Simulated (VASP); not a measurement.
# Pb (R-3m) in VASP: notebook, part 2 of 2

VASP 6.6.1.

### 4 Relaxation of the atoms, PBE

File INCAR:

```
SYSTEM = Pb
ALGO     = Normal         ! electronic algorithm
EDIFF    = 1E-7           ! SCF threshold, eV
EDIFFG   = -0.03          ! ionic threshold
ENCUT    = 520            ! plane-wave cutoff, eV
GGA      = PE             ! functional
IBRION   = 2              ! ionic algorithm
ISIF     = 2              ! what is computed and relaxed
ISMEAR   = 0              ! smearing method
LASPH    = .TRUE.         ! aspherical terms in the spheres
LCHARG   = .FALSE.        ! write CHGCAR
LREAL    = .FALSE.        ! projectors in reciprocal space
LWAVE    = .FALSE.        ! write WAVECAR
NELM     = 100            ! most SCF steps
NSW      = 60             ! ionic steps
PREC     = Accurate       ! precision mode
SIGMA    = 0.2555         ! smearing width, eV
```

File KPOINTS:

```
k-points
0
G
  11 11 11
  0 0 0
```

File POSCAR:

```
Pb
1.0
    3.2571210000      0.0000000000      0.0000000000
    1.0861770000      3.0706800000      0.0000000000
    1.0861770000      0.7679220000      2.9731070000
Pb
1
Direct
    0.0000000000      0.0000000000      0.0000000000
```

Potentials or basis: VASP PAW PBE potentials, release 64 (Pb_d).

The run is started by

```sh
$ cat potpaw_PBE.64/Pb_d/POTCAR > POTCAR
$ mpirun -np 1 vasp_std > vasp.out
```

OUTCAR:

```text
SYSTEM = Pb
   EDIFF = 1E-7
   EDIFFG = -0.03
   ENCUT = 520
   GGA = PE
   IBRION = 2
   ISIF = 2
   ISMEAR = 0
   LASPH = .TRUE.
   LREAL = .FALSE.
   NELM = 100
   NSW = 60
   PREC = Accurate

 ion  position               nearest neighbor table
   1  0.000  0.000  0.000-

  LATTYP: Found a trigonal (rhomboedric) cell.
 ALAT       =     3.2571210000
 COS(alpha) =     0.3334773350

  Lattice vectors:

 A1 = (   3.2571210000,   0.0000000000,   0.0000000000)
 A2 = (   1.0861770000,   3.0706800000,   0.0000000000)
 A3 = (   1.0861770000,   0.7679220000,   2.9731070000)

Analysis of symmetry for initial positions (statically):
=====================================================================
 Subroutine PRICEL returns:
 Original cell was already a primitive cell.

 Routine SETGRP: Setting up the symmetry group for a
 trigonal (rhombohedral) supercell.

 Subroutine GETGRP returns: Found 12 space group operations
 (whereof 12 operations were pure point group operations)
 out of a pool of 12 trial point group operations.

The static configuration has the point symmetry D_3d.

Analysis of symmetry for dynamics (positions and initial velocities):
=====================================================================
 Subroutine PRICEL returns:
 Original cell was already a primitive cell.

 Routine SETGRP: Setting up the symmetry group for a
 trigonal (rhombohedral) supercell.

 Subroutine GETGRP returns: Found 12 space group operations
 (whereof 12 operations were pure point group operations)
 out of a pool of 12 trial point group operations.

The dynamic configuration has the point symmetry D_3d.

 Subroutine INISYM returns: Found 12 space group operations
 (whereof 12 operations are pure point group operations),
 and found     1 'primitive' translations

----------------------------------------------------------------------------------------

                                     Primitive cell

  volume of cell :      29.7358

  direct lattice vectors                    reciprocal lattice vectors
     3.257121000  0.000000000  0.000000000     0.307019604 -0.108600581 -0.084114314
     1.086177000  3.070680000  0.000000000     0.000000000  0.325660766 -0.084114721
     1.086177000  0.767922000  2.973107000     0.000000000  0.000000000  0.336348473

  length of vectors
     3.257121000  3.257123906  3.257122949     0.336348542  0.336348362  0.336348473

  position of ions in fractional coordinates (direct lattice)
     0.000000000  0.000000000  0.000000000

  ion indices of the primitive-cell ions
   primitive index   ion index
                 1           1

----------------------------------------------------------------------------------------

 KPOINTS: k-points

Automatic generation of k-mesh.
 Grid dimensions read from file:
 generate k-points for:   11   11   11

 Generating k-lattice:

  Cartesian coordinates                     Fractional coordinates (reciprocal lattice)
     0.027910873 -0.009872780 -0.007646756     0.090909091  0.000000000  0.000000000
     0.000000000  0.029605524 -0.007646793     0.000000000  0.090909091  0.000000000
     0.000000000  0.000000000  0.030577134     0.000000000  0.000000000  0.090909091

  Length of vectors
     0.030577140  0.030577124  0.030577134

  Shift w.r.t. Gamma in fractional coordinates (k-lattice)
     0.000000000  0.000000000  0.000000000

 Subroutine IBZKPT returns following result:
 ===========================================

 Found    146 irreducible k-points:

 Following reciprocal coordinates:
            Coordinates               Weight
  0.000000  0.000000  0.000000      1.000000
  0.090909  0.000000  0.000000      6.000000
  0.181818  0.000000 -0.000000      6.000000
  0.272727  0.000000 -0.000000      6.000000
  0.363636  0.000000 -0.000000      6.000000
  0.454545  0.000000 -0.000000      6.000000
[... 16 lines left out ...]
 -0.272727  0.181818  0.000000     12.000000
 -0.181818  0.181818  0.000000      6.000000
 [... further k-points ...]
   k-points           NKPTS =    146   k-points in BZ     NKDIM =    146   number of bands    NBANDS=     11
   number of dos      NEDOS =    301   number of ions     NIONS =      1
   total plane-waves  NPLWV =  13824
   dimension x,y,z NGX =    24 NGY =   24 NGZ =   24
   dimension x,y,z NGXF=    48 NGYF=   48 NGZF=   48
   ions per type =               1
   NGX,Y,Z   is equivalent  to a cutoff of  12.25, 12.25, 12.25 a.u.
   NGXF,Y,Z  is equivalent  to a cutoff of  24.50, 24.50, 24.50 a.u.
 SYSTEM =  Pb
   PREC   = accura    normal or accurate (medium, high low for compatibility)
   ISTART =      0    job   : 0-new  1-cont  2-samecut
   ICHARG =      2    charge: 1-file 2-atom 10-const
   ISPIN  =      1    spin polarized calculation?
   LNONCOLLINEAR =      F non collinear calculations
   LSORBIT =      F    spin-orbit coupling
   LASPH  =      T    aspherical Exc in radial PAW
   ENCUT  =  520.0 eV  38.22 Ry    6.18 a.u.   6.06  6.06  6.06*2*pi/ulx,y,z
   NELM   =    100;   NELMIN=  2; NELMDL= -5     # of ELM steps
   EDIFF  = 0.1E-06   stopping-criterion for ELM
   LREAL  =      F    real-space projection
   EDIFFG = -.3E-01   stopping-criterion for IOM
   NSW    =     60    number of steps for IOM
   IBRION =      2    ionic relax: 0-MD 1-quasi-New 2-CG
   NFREE  =      1    steps in history (QN), initial steepest desc. (CG)
   ISIF   =      2    stress and relaxation
   ISYM   =      2    0-nonsym 1-usesym 2-fastsym
   POTIM  = 0.5000    time-step for ionic-motion
   TEBEG  =    0.0;   TEEND  =   0.0 temperature during run
   PSTRESS=    0.0 pullay stress
   NELECT =      14.0000    total number of electrons
   NUPDOWN=      -1.0000    fix difference up-down
   EMIN   =  10.00;   EMAX   =-10.00  energy-range for DOS
   EFERMI =   0.00;   METHOD = LEGACY
   ISMEAR =     0;   SIGMA  =   0.26  broadening in eV -4-tet -1-fermi 0-gaus
   EFERMI_NEDOS =   21; number of points for ismear=-14 and -15
   IALGO  =     38    algorithm
   IMIX   =      4    mixing-type and parameters
     AMIX     =   0.40;   BMIX     =  1.00
     AMIX_MAG =   1.60;   BMIX_MAG =  1.00
  volume/ion in A,a.u.               =      29.74       200.67
  Fermi-wavevector in a.u.,A,eV,Ry     =   1.273575  2.406708 22.068557  1.621993
  Thomas-Fermi vector in A             =   2.406391
   LORBIT       =      0    0 simple, 1 ext, 2 COOP (PROOUT), +10 PAW based schemes
   GGA     = PE    functional components
   LHFCALC =     F    Hartree Fock is set to
   AEXX    =    0.0000 exact exchange contribution
   IVDW    =     0    specifies the selected vdW correction
   LEPSILON=     F    determine dielectric tensor
   LRPA    =     F    only Hartree local field effects (RPA)
 conjugate gradient relaxation of ions
 non-spin polarized calculation
 Gauss-broadening in eV      SIGMA  =   0.26
  energy-cutoff  :      520.00
  volume of cell :       29.74
 maximum number of plane-waves:       815
   NGX = 13   NGY = 13   NGZ = 13

 number of electron      13.9999993 magnetization

 Free energy of the ion-electron system (eV)
  ---------------------------------------------------
  ext. energy  EPLUGINS =         0.00000000
  ---------------------------------------------------
  free energy    TOTEN  =        -3.44137371 eV

  energy without entropy =       -3.42696160  energy(sigma->0) =       -3.43416765

 E-fermi :   7.5310     XC(G=0): -10.2526

 val. band max:        7.4945772252   @ k =   0.3636   0.2727   0.0909
 cond. band min:       7.5678253142   @ k =  -0.2727   0.2727   0.0909
 fundamental gap:      0.0732480890
 Fermi energy:         7.5310141096

 k-point     1 :       0.0000    0.0000    0.0000
  band No.  band energies     occupation
      1      -9.8031      2.00000
      2      -9.8031      2.00000
      3      -9.4532      2.00000
      4      -9.4086      2.00000
      5      -9.4086      2.00000
      6      -4.4967      2.00000
      7      13.5854      0.00000
      8      13.5854      0.00000
      9      14.7325      0.00000
     10      17.4036      0.00000
     11      18.5459      0.00000
[... 309 lines left out ...]
 k-point    24 :      -0.1818    0.1818    0.0000
  band No.  band energies     occupation
      1      -9.7562      2.00000
      2      -9.6821      2.00000
      3      -9.4404      2.00000
      4      -9.4318      2.00000
      5      -9.4168      2.00000
      6      -3.0801      2.00000
      7       8.2373      0.00009
      8       9.3887      0.00000
      9      14.8528      0.00000
     10      18.6627      0.00000
     11      19.0982      0.00000

 [... further k-points ...]
[... 5 lines left out ...]
  --------------------------------------------------------------------------------------
  -------------------------------------------------------------------------------------
  Total        1.2012941      0.8834792      0.7564003      0.4492432      0.2460000      0.3479517
  in kB       64.7263210     47.6022976     40.7552213     24.2054490     13.2546047     18.7478123
  external PRESSURE =      51.0279466 kB  Pullay stress =       0.0000000 kB

 VOLUME and BASIS-vectors are now :
 -----------------------------------------------------------------------------
  energy-cutoff  :      520.00
  volume of cell :       29.74
      direct lattice vectors                 reciprocal lattice vectors
     3.257121000  0.000000000  0.000000000     0.307019604 -0.108600581 -0.084114314
     1.086177000  3.070680000  0.000000000     0.000000000  0.325660766 -0.084114721
     1.086177000  0.767922000  2.973107000     0.000000000  0.000000000  0.336348473

 POSITION                                       TOTAL-FORCE (eV/Angst)
 -----------------------------------------------------------------------------------
      0.00000      0.00000      0.00000        -0.000000     -0.000000      0.000000
 -----------------------------------------------------------------------------------
    total drift:                                0.000000     -0.000000      0.000000

  FREE ENERGIE OF THE ION-ELECTRON SYSTEM (eV)
  ---------------------------------------------------
  free  energy   TOTEN  =        -3.4413737094 eV

  energy  without entropy=       -3.4269615973  energy(sigma->0) =       -3.43416765

 reached required accuracy - stopping structural energy minimisation
```

Run time: 12 s. Hardware: 1 thread of Intel Xeon Platinum 8488C (Sapphire Rapids), shared host; peak memory 0.16 GiB.

Results:

```
Free energy             : -3.4414 eV
Pressure after relaxing : 5.1 GPa
Band gap on the k mesh  : none (metal or under the smearing width)
```

Final structure:
```yaml
crystal:
  lattice:
    - [3.25712, 0.00000, 0.00000]
    - [1.08618, 3.07068, 0.00000]
    - [1.08618, 0.76792, 2.97311]
  atoms:
    - { symbol: Pb, position: [0.00000, 0.00000, 0.00000] }
```

Levels at points of the mesh, in eV from the Fermi level:
| k point | band 4 | band 5 | band 6 | band 7 | band 8 | band 9 | band 10 | band 11 |
| --- | --- | --- | --- | --- | --- | --- | --- | --- |
| (0.00, 0.00, 0.00) | -16.94 | -16.94 | -12.03 | 6.05 | 6.05 | 7.20 | 9.87 | 11.01 |

Caveat: the relaxation stopped at its first step, so nothing moved. The run has no spin-orbit coupling, so splittings on Pb are missing.
